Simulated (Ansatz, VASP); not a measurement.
**Two plane-wave programs on TePb**

```
Pb Te
1.0
     0.00000    3.23100    3.23100
     3.23100    0.00000    3.23100
     3.23100    3.23100    0.00000
Pb Te
1 1
Direct
  0.00000 0.00000 0.00000
  0.50000 0.50000 0.50000
```

Alike in both runs: task relaxation of cell and atoms; functional revPBE; dispersion D4; k mesh 7 × 7 × 7; occupations fermi-dirac, width 0.05 eV; no spin polarisation.

```csv
,VASP,Ansatz
version,VASP 6.6.1,Ansatz 0.2.0
potentials or method,"VASP PAW PBE potentials, release 64 (Pb_d, Te)",Ansatz PAW
plane-wave cutoff (eV),600,420
valence electrons in the cell,20,30
```

```tsv
	VASP	Ansatz	Ansatz less VASP
gap on the k mesh at the Fermi level, each at its own relaxed structure (eV)	1.06	1.06	-0.001
relaxed volume (Å³/atom)	33.88	33.92	+0.043
relaxed cell length with the largest relative difference (Å)	4.576	4.578	+0.0019
```

The two sets of potentials don't hold the same shells in valence.

Caveats: the PAW data sets were made with another functional, which shifts forces and pressure a little (VASP); the plane-wave basis is chosen anew once the cell has moved, so the energies of steps on either side of that aren't comparable (Ansatz); the PAW data sets come from PBE, with cores solved anew for the run's functional, which leaves a small shift of forces and pressure (Ansatz). Spin-orbit coupling is left out, which matters for the levels of Pb, Te. Zero-point motion and thermal expansion aren't in these numbers.
